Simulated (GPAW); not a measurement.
Runs of GPAW 26.7.0 on Ir. The structure is cubic, space group Fm-3m (No. 225). The conventional cell has a = 3.831 Å, b = 3.831 Å, c = 3.831 Å, α = 90.00°, β = 90.00°, γ = 90.00°. Around Ir (site symmetry m-3m) lie 12 Ir at 2.71 Å. 

| task | level | potentials or basis | spin | U | band path | band points | spin axis theta (degrees) | spin axis phi (degrees) | soc after scf | pressure (GPa) | V0 of scaled cells (Å³/atom) | B0 (GPa) |
| --- | --- | --- | --- | --- | --- | --- | --- | --- | --- | --- | --- | --- |
| band structure | PBE+U | GPAW PAW data sets (gpaw-data 1.2.1), pw | off | Ir d U = 5.3 eV | GXWKGLUWLK,UX | 80 | - | - | - | 1.4 | - | - |
| band structure | PBE | GPAW PAW data sets (gpaw-data 1.2.1), pw | SOC, no magnetisation | - | GXWKGLUWLK,UX | 80 | 90 | 0 | second variation | 9.9 | - | - |
| equation of state | LDA | the program's PAW data sets (release 1.2.1) made for this functional, other valence, pw | off | - | - | - | - | - | - | - | (b) | 408 |
| equation of state | PBEsol+D3 | PAW data sets generated in the run's folder for this functional, pw | off | - | - | - | - | - | - | - | (a) | 409 |

Alike in all rows: cell as given; k mesh 12 × 12 × 12; cutoff (eV) 600; smearing fermi-dirac 0.05 eV.

**Question.** Estimate the missing entries.

**Answer.** (a) 13.70; (b) 14.06.

Caveats: U without spin polarisation on a metal has little footing (some runs); the U is typed as a test and isn't derived for this compound (some runs); spin-orbit coupling was added after a scalar SCF, so levels and gaps hold it while energy, forces, pressure and moments don't (some runs).
